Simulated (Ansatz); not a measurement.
CuO (Tenorite):

```
Cu O
1.0
     2.34465   -1.71340    0.00000
     2.34465    1.71340    0.00000
    -0.86055    0.00000    5.05944
Cu O
2 2
Direct
  0.49680 0.00320 0.50000
  0.00320 0.49680 0.00000
  0.40560 0.57140 0.75370
  0.57140 0.40560 0.25370
```

```yaml
Program: Ansatz 0.2.0
Task: relaxation of cell and atoms
Functional: r2SCAN
Dispersion: D3(BJ)
Potentials_or_basis: Ansatz PAW
Cutoff: "500 eV (not typed: the program's choice for these potentials)"
k_mesh: 10 × 10 × 5
Occupations: fermi-dirac, width 0.05 eV
Spin: no spin polarisation
```

At the start: volume 10.16 Å³/atom.

Task: Where does the relaxation end?

Result: It ends after 16 steps and the volume is 10.60 Å³/atom (+4.3 %); space group P4_2/mmc (No. 131, to 0.05 Å).

The path:
| step | energy change (eV) | largest force (eV/Å) | volume (Å³) |
| --- | --- | --- | --- |
| 1 | 0.0000 | 0.7349 | 40.65 |
| 2 | -0.0332 | 0.5795 | 40.44 |
| 3 | -0.0868 | 0.2153 | 40.70 |
| 4 | -0.1028 | 0.0080 | 41.15 |
| 5 | -0.1169 | 0.0723 | 42.08 |
| 6 | -0.1227 | 0.0041 | 42.18 |
| 7 | -0.1229 | 0.0011 | 42.25 |
| 8 | -0.1229 | 0.0034 | 42.24 |
| 9 | -0.1229 | 0.0028 | 42.26 |
| 10 | -0.1229 | 0.0002 | 42.25 |
| 11 | -0.1298 | 0.0003 | 42.25 |
| 12 | -0.1317 | 0.0007 | 42.36 |
| 13 | -0.1322 | 0.0052 | 42.40 |
| 14 | -0.1325 | 0.0052 | 42.40 |
| 15 | -0.1325 | 0.0001 | 42.40 |
| 16 | -0.1325 | 0.0001 | 42.40 |

Final structure:
```xyz
4
Lattice="2.0306 -2.0330 0.1601 2.0306 2.0330 0.1601 -0.3997 0.0000 5.1039" Properties=species:S:1:pos:R:3 pbc="T T T"
Cu    0.7914   -1.0165    2.6396
Cu    0.9912    1.0165    0.0877
O     1.7067   -0.0006    3.9956
O     1.9066    0.0006    1.4437
```

Caveat: the plane-wave basis is chosen anew once the cell has moved, so the energies of steps on either side of that aren't comparable; the run has no spin polarisation, though such a crystal can be magnetic; pairwise dispersion overbinds metals, which lowers pressure and volume; the PAW data sets come from PBE, with cores solved anew for the run's functional, which leaves a small shift of forces and pressure; the dispersion damping was fitted for another functional or another form of the correction.
